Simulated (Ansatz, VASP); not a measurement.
Two plane-wave programs on AgCl

```
CELL_PARAMETERS angstrom
3.43397 0.00000 0.00000
0.00000 3.43397 0.00000
0.00000 0.00000 3.43397
ATOMIC_POSITIONS crystal
Ag 0.98233 0.98737 0.99310
Cl 0.50798 0.50474 0.50456
```

Change from the starting cell: atoms moved at random, drawn with an rms of 0.05 Å.

Alike in both runs: task single point; functional PBE; k mesh 8 × 8 × 8; occupations fermi-dirac, width 0.05 eV; no spin polarisation.

|  | VASP | Ansatz |
| --- | --- | --- |
| version | VASP 6.6.1 | Ansatz 0.2.0 |
| potentials or method | VASP PAW PBE potentials, release 64 (Ag, Cl) | Ansatz PAW |
| plane-wave cutoff (eV) | 520 | 420 |
| valence electrons in the cell | 18 | 26 |

|  | VASP | Ansatz | Ansatz less VASP |
| --- | --- | --- | --- |
| gap on the k mesh at the Fermi level (eV) | 0.58 | 0.58 | 0.000 |
| least direct gap on the mesh (eV) | 2.00 | 2.00 | 0.000 |
| pressure (GPa) | -0.1 | 0.1 | +0.14 |
| largest component of the traceless stress (GPa) | 0.08 | 0.08 | +0.001 |
| rms of the force components (eV/Å) | 0.013 | 0.014 | +0.0007 |

Atom by atom the forces differ by 0.001 eV/Å (rms over components). The two sets of potentials don't hold the same shells in valence.

A k mesh can miss the band edges.
